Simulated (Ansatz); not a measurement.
Elastic constants of TiC at 5 GPa (stress–strain coefficients): input and output

Method: DFT PBE, scalar-relativistic, plane waves, PAW in Ansatz.

Launched with:
```bash
ansatz run input.yaml --threads 1 --pin off --max-ram 3072MiB --backend cpu --events-out ev --progress --plain --runs-dir out
```

Input (bare energies are in eV):
```yaml
crystal:
  lattice:
    - [0.0, 2.1528412076, 2.1528412076]
    - [2.1528412076, 0.0, 2.1528412076]
    - [2.1528412076, 2.1528412076, 0.0]
  atoms:
    - { symbol: Ti, position: [0.0, 0.0, 0.0] }
    - { symbol: C, position: [0.5, 0.5, 0.5] }
basis:
  ecutwfc: 420
kpoints:
  mp_grid: { grid: [16, 16, 16] }
hamiltonian:
  xc: pbe
scf:
  occupations: { method: fermi_dirac, width: 0.15 }
output:
  forces: true
  stress: true
  eigenvalues: true
elastic:
  mode: relaxed_ion
  amplitude: 0.005
```

From the output:
```
--- Elastic constants: 2 strain directions × 4 members + reference (group order 48) ---
  dense FFT box of the reference and of every strained cell: 24×24×24
  strains applied: 11, 23; error gains: componentwise 1.00 (the most a stress slope's error grows in a printed constant), spectral 1.73 (1 for all six strains in a standard setting)
  C = ∂σ_k/∂η_j (tension-positive GPa; Voigt order 11 22 33 23 13 12):
       552.545    128.767    128.767     -0.000      0.000     -0.000
       128.767    552.545    128.767      0.000     -0.000      0.000
       128.767    128.767    552.545      0.000      0.000     -0.000
         0.000     -0.000     -0.000    172.708     -0.000      0.000
        -0.000     -0.000      0.000     -0.000    172.708      0.000
         0.000     -0.000     -0.000      0.000     -0.000    172.708
  reference stress σ⁰ (GPa):     -5.000     -5.000     -5.000      0.000     -0.000      0.000
  C* (energy form; C + prestress term) asymmetry max|C*_kj − C*_jk| = 4.263e-14 GPa — a small one proves nothing (zero by symmetry where the batch's group is 432, −43m or m−3m); a large one is finite-difference/SCF noise where every solve ...
  moduli (Voigt/Reuss/Hill, GPa): K = 270.03/270.03/270.03   G = 188.38/186.50/187.44   E = 456.66   ν = 0.218
  mechanically stable: yes (min eigenvalue of sym C = 172.71 GPa)
  strain η (Voigt 11):  stress-route row diagonal C_11 = 552.54 GPa, energy-path curvature d²(F+E_count+ΔE)/dδ²/Ω₀ = 552.39 GPa
    cells at ±δ against ±2δ: C11 552.75 and 553.38 GPa, apart by 0.11 % of the column's largest entry
         δ    σ_11 (GPa) F (eV) n_scf n_hpsi n_pw
    -1.000e-2     -10.8369       -2752.2677430       8   78977    395   relax 0 steps, max|allowed force component| 9.86e-32 eV/Å
    -5.000e-3      -7.8397       -2752.2735516       4   62787    397   relax 0 steps, max|allowed force component| 4.93e-30 eV/Å
     5.000e-3      -2.3122       -2752.2798136       4   65752    401   relax 0 steps, max|allowed force component| 8.87e-30 eV/Å
     1.000e-2       0.2307       -2752.2804567       7   68791    403   relax 0 steps, max|allowed force component| 1.97e-31 eV/Å
  strain η (Voigt 23):  stress-route row diagonal C_44 = 172.71 GPa, energy-path curvature d²(F+E_count+ΔE)/dδ²/Ω₀ = 175.12 GPa
    cells at ±δ against ±2δ: C44 172.71 and 172.71 GPa, apart by 0.00 % of the column's largest entry
         δ    σ_23 (GPa) F (eV) n_scf n_hpsi n_pw
    -1.000e-2      -1.7271       -2752.2764558       7  129505    400   relax 0 steps, max|allowed force component| 2.96e-30 eV/Å
    -5.000e-3      -0.8635       -2752.2772726       4  111260    399   relax 0 steps, max|allowed force component| 3.94e-31 eV/Å
     5.000e-3       0.8635       -2752.2772726       4  110883    399   relax 0 steps, max|allowed force component| 7.89e-31 eV/Å
     1.000e-2       1.7271       -2752.2764558       6  115233    400   relax 0 steps, max|allowed force component| 5.32e-30 eV/Å
```

It took 58 s on 1 thread of Intel(R) Xeon(R) Platinum 8259CL CPU @ 2.50GHz (Skylake/Cascade Lake), on a shared host, peak memory 0.53 GiB.

In a metal, frequencies and elastic constants depend on the k mesh and the smearing, soft modes and shear constants most.